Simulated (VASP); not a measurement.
# MoS2 (P6_3/mmc) in VASP: a series of runs

Runs on MoS2. Level: HSE06. Tasks: single point.

Everything below comes from runs of VASP 6.6.1. Logs are shortened: lines on timing, memory, paths and dates and some standing lists are left out, and cuts for length are marked.

## (1) The crystal as given

It takes space group P6_3/mmc (No. 194, hexagonal). Conventional cell: a = 3.161 Å, b = 3.161 Å, c = 12.295 Å, α = 90.00°, β = 90.00°, γ = 120.00°. Around Mo (site symmetry -6m2) lie 6 S at 2.37 Å. Around S (site symmetry 3m) lie 3 Mo at 2.37 Å.

## (2) Single point, HSE06, collinear spin, ferromagnetic start

POSCAR reads:

```
MoS2
1.0
    3.1610015200      0.0000000000      0.0000000000
   -1.5805007600      2.7375076200      0.0000000000
    0.0000000000      0.0000000000     12.2949997000
Mo S
2 4
Direct
    0.3333333333      0.6666666667      0.2500000000
    0.6666666667      0.3333333333      0.7500000000
    0.3333333333      0.6666666667      0.6275000000
    0.6666666667      0.3333333333      0.1275000000
    0.3333333333      0.6666666667      0.8725000000
    0.6666666667      0.3333333333      0.3725000000
```

INCAR.step1 reads:

```
SYSTEM = MoS2
PREC = Accurate
ENCUT = 450
EDIFF = 1E-5
ISMEAR = 0
SIGMA = 0.05
LREAL = .FALSE.
LASPH = .TRUE.
NELM = 60
ALGO = Normal
ISIF = 2
LWAVE = .TRUE.
ISPIN = 2
MAGMOM = 1 1 0 0 0 0
LORBIT = 11
LMAXMIX = 4
NBANDS = 39
GGA = PE
```

INCAR.step2 reads:

```
SYSTEM = MoS2
PREC = Accurate
ENCUT = 450
EDIFF = 1E-6
ISMEAR = 0
SIGMA = 0.05
LREAL = .FALSE.
LASPH = .TRUE.
NELM = 60
ALGO = Normal
ISIF = 2
LWAVE = .FALSE.
LCHARG = .TRUE.
ISPIN = 2
MAGMOM = 1 1 0 0 0 0
LORBIT = 11
LMAXMIX = 4
GGA = PE
LHFCALC = .TRUE.
HFSCREEN = 0.2
PRECFOCK = Fast
LELF = .TRUE.
LVHAR = .TRUE.
NBANDS = 39
ISTART = 1
```

KPOINTS reads:

```
regular mesh
0
G
  4 4 1
  0 0 0
```

Potentials or basis: VASP PAW PBE potentials, release 64 (Mo_sv, S).

Command:

```console
$ cat potpaw_PBE.64/Mo_sv/POTCAR potpaw_PBE.64/S/POTCAR > POTCAR
$ cp INCAR.step1 INCAR
$ mpirun -np 1 vasp_std > vasp.out
$ cp INCAR.step2 INCAR
$ mpirun -np 1 vasp_std > vasp.out
```

OUTCAR:

```text
SYSTEM = MoS2
   PREC = Accurate
   ENCUT = 450
   EDIFF = 1E-6
   ISMEAR = 0
   LREAL = .FALSE.
   LASPH = .TRUE.
   NELM = 60
   ISIF = 2
   ISPIN = 2
   LORBIT = 11
   GGA = PE
   LHFCALC = .TRUE.
   HFSCREEN = 0.2
   PRECFOCK = Fast
   ISTART = 1

 ion  position               nearest neighbor table
   1  0.333  0.667  0.250-   4 2.37   6 2.37   4 2.37   6 2.37   4 2.37   6 2.37
   2  0.667  0.333  0.750-   3 2.37   5 2.37   3 2.37   5 2.37   3 2.37   5 2.37
   3  0.333  0.667  0.627-   2 2.37   2 2.37   2 2.37
   4  0.667  0.333  0.127-   1 2.37   1 2.37   1 2.37
   5  0.333  0.667  0.873-   2 2.37   2 2.37   2 2.37
   6  0.667  0.333  0.373-   1 2.37   1 2.37   1 2.37

  LATTYP: Found a hexagonal cell.
 ALAT       =     3.1610015200
 C/A-ratio  =     3.8895899360

  Lattice vectors:

 A1 = (   3.1610015200,   0.0000000000,   0.0000000000)
 A2 = (  -1.5805007600,   2.7375076200,   0.0000000000)
 A3 = (   0.0000000000,   0.0000000000,  12.2949997000)

Analysis of symmetry for initial positions (statically):
=====================================================================
 Subroutine PRICEL returns:
 Original cell was already a primitive cell.

 Routine SETGRP: Setting up the symmetry group for a
 hexagonal supercell.

 Subroutine GETGRP returns: Found 24 space group operations
 (whereof 12 operations were pure point group operations)
 out of a pool of 24 trial point group operations.

The static configuration has the point symmetry D_3d.
 The point group associated with its full space group is D_6h.

Analysis of symmetry for dynamics (positions and initial velocities):
=====================================================================
 Subroutine PRICEL returns:
 Original cell was already a primitive cell.

 Routine SETGRP: Setting up the symmetry group for a
 hexagonal supercell.

 Subroutine GETGRP returns: Found 24 space group operations
 (whereof 12 operations were pure point group operations)
 out of a pool of 24 trial point group operations.

The dynamic configuration has the point symmetry D_3d.
 The point group associated with its full space group is D_6h.

Analysis of structural, dynamic, and magnetic symmetry:
=====================================================================
 Subroutine PRICEL returns:
 Original cell was already a primitive cell.

 Routine SETGRP: Setting up the symmetry group for a
 hexagonal supercell.

 Subroutine GETGRP returns: Found 24 space group operations
[... 135 lines left out ...]
 NGX is ok and might be reduce to    24
  NGX = 12; NGY = 12; NGZ = 48

 number of electron      51.9999986 magnetization       0.0000000

 number of electron      51.9999986 magnetization      -0.0000000

 Free energy of the ion-electron system (eV)
  ---------------------------------------------------
  ext. energy  EPLUGINS =         0.00000000
  ---------------------------------------------------
  free energy    TOTEN  =       -52.51288622 eV

  energy without entropy =      -52.51288622  energy(sigma->0) =      -52.51288622

 E-fermi :   7.6548     XC(G=0):  -8.8785

 val. band max:        7.3576015275   @ k =   0.0000   0.0000   0.0000
 cond. band min:       9.1135719198   @ k =   0.2500   0.2500   0.0000
 fundamental gap:      1.7559703923
 Fermi energy:         7.6547707427

 spin component 1

 k-point     1 :       0.0000    0.0000    0.0000
  band No.  band energies     occupation
      1     -58.3321      1.00000
      2     -58.3321      1.00000
      3     -31.0834      1.00000
      4     -31.0832      1.00000
      5     -30.8395      1.00000
      6     -30.8395      1.00000
[... 153 lines left out ...]
     37      15.6655      0.00000
     38      16.9627      0.00000
 Fermi energy:         7.6547707427

 spin component 2

 k-point     1 :       0.0000    0.0000    0.0000
  band No.  band energies     occupation
      1     -58.3321      1.00000
      2     -58.3321      1.00000
      3     -31.0834      1.00000
      4     -31.0832      1.00000
      5     -30.8395      1.00000
      6     -30.8395      1.00000
[... 153 lines left out ...]
     37      15.6655      0.00000
     38      16.9627      0.00000
 [bands above 38 left out]

------------------------ aborting loop because EDIFF is reached ----------------------------------------

  FORCE on cell =-STRESS in cart. coord.  units (eV):
  Direction    XX          YY          ZZ          XY          YZ          ZX
  --------------------------------------------------------------------------------------
  -------------------------------------------------------------------------------------
  Total        0.6339670      0.6339670      5.6862283     -0.0000000      0.0000000      0.0000000
  in kB        9.5470378      9.5470378     85.6300721     -0.0000000      0.0000000      0.0000000
  external PRESSURE =      34.9080492 kB  Pullay stress =       0.0000000 kB

 VOLUME and BASIS-vectors are now :
 -----------------------------------------------------------------------------
  energy-cutoff  :      450.00
  volume of cell :      106.39
      direct lattice vectors                 reciprocal lattice vectors
     3.161001520  0.000000000  0.000000000     0.316355432  0.182647893  0.000000000
    -1.580500760  2.737507620  0.000000000     0.000000000  0.365295787  0.000000000
     0.000000000  0.000000000 12.294999700     0.000000000  0.000000000  0.081333878

 POSITION                                       TOTAL-FORCE (eV/Angst)
 -----------------------------------------------------------------------------------
     -0.00000      1.82501      3.07375         0.000000     -0.000000      0.000000
      1.58050      0.91250      9.22125        -0.000000      0.000000      0.000000
     -0.00000      1.82501      7.71511        -0.000000      0.000000     -0.659313
      1.58050      0.91250      1.56761        -0.000000     -0.000000     -0.659313
     -0.00000      1.82501     10.72739        -0.000000     -0.000000      0.659313
      1.58050      0.91250      4.57989         0.000000     -0.000000      0.659313
 -----------------------------------------------------------------------------------
    total drift:                                0.000000     -0.000000      0.000000

  FREE ENERGIE OF THE ION-ELECTRON SYSTEM (eV)
  ---------------------------------------------------
  free  energy   TOTEN  =       -52.5128862215 eV

  energy  without entropy=      -52.5128862215  energy(sigma->0) =      -52.51288622

 total charge

# of ion       s       p       d       tot
------------------------------------------
    1        2.307   6.250   3.973  12.529
    2        2.307   6.250   3.973  12.529
    3        1.359   2.375   0.000   3.734
    4        1.359   2.375   0.000   3.734
    5        1.359   2.375   0.000   3.734
    6        1.359   2.375   0.000   3.734
--------------------------------------------------
tot         10.049  22.000   7.946  39.994

 magnetization (x)

# of ion       s       p       d       tot
------------------------------------------
    1       -0.000   0.000  -0.000  -0.000
    2       -0.000   0.000  -0.000  -0.000
    3        0.000   0.000   0.000   0.000
    4        0.000   0.000   0.000   0.000
    5        0.000   0.000   0.000   0.000
    6        0.000   0.000   0.000   0.000
--------------------------------------------------
tot         -0.000   0.000  -0.000  -0.000
```

OUTCAR.step1:

```text
SYSTEM = MoS2
   PREC = Accurate
   ENCUT = 450
   EDIFF = 1E-5
   ISMEAR = 0
   LREAL = .FALSE.
   LASPH = .TRUE.
   NELM = 60
   ISIF = 2
   ISPIN = 2
   LORBIT = 11
   GGA = PE

[... 583 lines left out ...]
    5        1.364   2.366   0.000   3.730
    6        1.364   2.366   0.000   3.730
--------------------------------------------------
tot         10.067  21.940   8.058  40.065

 magnetization (x)

# of ion       s       p       d       tot
------------------------------------------
    1        0.000   0.000  -0.000  -0.000
    2        0.000   0.000  -0.000  -0.000
    3       -0.000  -0.000   0.000  -0.000
    4       -0.000  -0.000   0.000  -0.000
    5       -0.000  -0.000   0.000  -0.000
    6       -0.000  -0.000   0.000  -0.000
--------------------------------------------------
tot          0.000  -0.000  -0.000  -0.000
```

OSZICAR.step1:

```text
N       E                     dE             d eps       ncg     rms          rms(c)
DAV:   1     0.403535619556E+03    0.40354E+03   -0.26958E+04   688   0.114E+03
DAV:   2    -0.265152574338E+02   -0.43005E+03   -0.41299E+03   735   0.325E+02
DAV:   3    -0.458071451779E+02   -0.19292E+02   -0.18986E+02   784   0.644E+01
DAV:   4    -0.461044441355E+02   -0.29730E+00   -0.29704E+00   723   0.839E+00
DAV:   5    -0.461099560535E+02   -0.55119E-02   -0.55113E-02   777   0.114E+00    0.384E+01
DAV:   6    -0.439664961643E+02    0.21435E+01   -0.10147E+01   711   0.195E+01    0.138E+01
DAV:   7    -0.437367360853E+02    0.22976E+00   -0.30125E+00   660   0.113E+01    0.967E+00
DAV:   8    -0.435415613233E+02    0.19517E+00   -0.44849E-01   715   0.426E+00    0.339E+00
DAV:   9    -0.435610490949E+02   -0.19488E-01   -0.10594E-01   739   0.160E+00    0.133E+00
DAV:  10    -0.435582140838E+02    0.28350E-02   -0.16836E-02   715   0.817E-01    0.565E-01
DAV:  11    -0.435588635232E+02   -0.64944E-03   -0.29703E-03   785   0.244E-01    0.107E-01
DAV:  12    -0.435588294793E+02    0.34044E-04   -0.41226E-04   701   0.106E-01    0.636E-02
DAV:  13    -0.435588442930E+02   -0.14814E-04   -0.62318E-05   691   0.325E-02    0.244E-02
DAV:  14    -0.435588812392E+02   -0.36946E-04   -0.28590E-05   644   0.214E-02    0.924E-03
DAV:  15    -0.435588853322E+02   -0.40930E-05   -0.25485E-06   498   0.686E-03
   1 F= -.43558885E+02 E0= -.43558885E+02  d E =-.302427E-31  mag=     0.0002
```

Wall time 7.2 min (1 thread of Intel Xeon Platinum 8488C (Sapphire Rapids), shared host); peak memory 0.36 GiB.

Results:

| Item | Value |
| --- | --- |
| Free energy | -52.5129 eV |
| Pressure | 3.5 GPa |
| Largest force | 0.659 eV/Å |
| Band gap on the k mesh | 1.76 eV, indirect (least direct gap 2.72 eV) |
| Net moment | 0.00 μB per cell |
| Valence electrons inside the program's atomic spheres | Mo 12.53; S 3.73 |

Forces on the atoms (eV/Å):
```
Mo   0.000  0.000  0.000
Mo   0.000  0.000  0.000
S    0.000  0.000 -0.659
S    0.000  0.000 -0.659
S    0.000  0.000  0.659
S    0.000  0.000  0.659
```

Caveat: the k mesh is coarse (spacing up to 0.57 Å⁻¹), so the values aren't converged, least of all with exact exchange; the PAW data sets were made with another functional, which shifts forces and pressure a little; an odd mesh through Γ misses points on the zone boundary, where band edges often lie; this functional lacks dispersion, which binds the layers, so the pressure and a relaxed spacing across them are unreliable.

## (3) Single point, HSE06, collinear spin, antiferromagnetic start

POSCAR is that of step 2.

INCAR.step1 reads:

```
SYSTEM = MoS2
PREC = Accurate
ENCUT = 450
EDIFF = 1E-5
ISMEAR = 0
SIGMA = 0.05
LREAL = .False.
LASPH = .True.
NELM = 100
ALGO = Normal
ISIF = 2
LWAVE = .True.
LCHARG = .False.
ISPIN = 2
MAGMOM = 1 -1 0 0 0 0
LORBIT = 11
LMAXMIX = 4
GGA = PE
```

INCAR.step2 reads:

```
SYSTEM = MoS2
PREC = Accurate
ENCUT = 450
EDIFF = 1E-7
ISMEAR = 0
SIGMA = 0.05
LREAL = .False.
LASPH = .True.
NELM = 100
ALGO = Normal
ISIF = 2
LWAVE = .False.
LCHARG = .False.
ISPIN = 2
MAGMOM = 1 -1 0 0 0 0
LORBIT = 11
LMAXMIX = 4
GGA = PE
LHFCALC = .True.
HFSCREEN = 0.2
PRECFOCK = Fast
ISTART = 1
```

KPOINTS reads:

```
regular mesh
0
Gamma
  4 4 1
  0 0 0
```

Potentials or basis: VASP PAW PBE potentials, release 64 (Mo_sv, S).

Command:

```console
$ cat potpaw_PBE.64/Mo_sv/POTCAR potpaw_PBE.64/S/POTCAR > POTCAR
$ cp INCAR.step1 INCAR
$ mpirun -np 1 vasp_std > vasp.out
$ cp INCAR.step2 INCAR
$ mpirun -np 1 vasp_std > vasp.out
```

It took 8.2 min on 1 thread of Intel Xeon 6975P-C (Granite Rapids), shared host; peak memory 0.33 GiB.

Results (log left out):

```yaml
Free_energy: -52.5129 eV
Pressure: 3.5 GPa
Largest_force: 0.659 eV/Å
Band_gap_on_the_k_mesh: 1.76 eV, indirect (least direct gap 2.72 eV)
Net_moment: 0.00 μB per cell
Valence_electrons_inside_the_program's_atomic_spheres: Mo 12.53; S 3.73
```

Forces on the atoms (eV/Å):
```
Mo   0.000  0.000  0.000
Mo   0.000  0.000  0.000
S    0.000  0.000 -0.659
S    0.000  0.000 -0.659
S    0.000  0.000  0.659
S    0.000  0.000  0.659
```

Stress tensor (GPa, compression positive):
```
0.96 0.00 0.00
0.00 0.96 0.00
0.00 0.00 8.57
```

Levels at points of the mesh, in eV from the valence-band top:
Spin up:
```
           k point  band 23  band 24  band 25  band 26  band 27  band 28  band 29  band 30
(0.00, 0.00, 0.00)    -2.79    -1.58    -1.21     0.00     2.72     2.72     2.74     2.74
(0.50, 0.00, 0.00)    -2.30    -2.14    -1.78    -1.63     2.08     2.13     2.62     2.83
```
Spin down:
| k point | band 24 | band 25 | band 26 | band 27 | band 28 | band 29 |
| --- | --- | --- | --- | --- | --- | --- |
| (0.00, 0.00, 0.00) | -1.58 | -1.21 | 0.00 | 2.72 | 2.72 | 2.74 |
| (0.50, 0.00, 0.00) | -2.14 | -1.78 | -1.63 | 2.08 | 2.13 | 2.62 |

Caveat: the k mesh is coarse (spacing up to 0.57 Å⁻¹), so the values aren't converged, least of all with exact exchange; the PAW data sets were made with another functional, which shifts forces and pressure a little; an odd mesh through Γ misses points on the zone boundary, where band edges often lie; this functional lacks dispersion, which binds the layers, so the pressure and a relaxed spacing across them are unreliable.
